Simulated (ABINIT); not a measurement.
ZrC:

```
CELL_PARAMETERS angstrom
0.00000 2.36500 2.36500
2.36500 0.00000 2.36500
2.36500 2.36500 0.00000
ATOMIC_POSITIONS crystal
Zr 0.50000 0.50000 0.50000
C 0.00000 0.00000 0.00000
```

| Property | Result |
| --- | --- |
| Program | ABINIT 10.8.3 (patched build) |
| Task | relaxation of cell and atoms |
| Functional | LDA |
| Potentials or basis | PseudoDojo NC SR LDA v0.4.1 standard |
| Cutoff | 1116 eV |
| k mesh | 8 × 8 × 8 |
| Occupations | fermi-dirac, width 0.05 eV |
| Spin | no spin polarisation |

At the start: pressure -12.2 GPa; volume 13.23 Å³/atom.

Task: How do energy, volume and symmetry change on relaxing?

Result: Over 5 steps the energy falls by 28.5 meV/atom and the volume is 12.52 Å³/atom (-5.4 %); space group Fm-3m (No. 225, to 0.05 Å).

Step by step:
| step | energy change (eV) | largest force (eV/Å) | pressure (GPa) | volume (Å³) |
| --- | --- | --- | --- | --- |
| 1 | 0.0000 | 0.0000 | -12.21 | 26.46 |
| 2 | -0.0509 | 0.0000 | -4.23 | 25.48 |
| 3 | -0.0569 | 0.0000 | 0.30 | 25.00 |
| 4 | -0.0569 | 0.0000 | -0.01 | 25.03 |
| 5 | -0.0569 | 0.0000 | 0.00 | 25.03 |

Final structure:
```cif
data_structure
_symmetry_space_group_name_H-M 'P 1'
_symmetry_Int_Tables_number 1
_cell_length_a 3.2834
_cell_length_b 3.2834
_cell_length_c 3.2834
_cell_angle_alpha 60.000
_cell_angle_beta 60.000
_cell_angle_gamma 60.000
_cell_volume 25.03
loop_
_atom_site_label
_atom_site_type_symbol
_atom_site_fract_x
_atom_site_fract_y
_atom_site_fract_z
_atom_site_occupancy
Zr1 Zr 0.50000 0.50000 0.50000 1
C1 C 0.00000 0.00000 0.00000 1
```
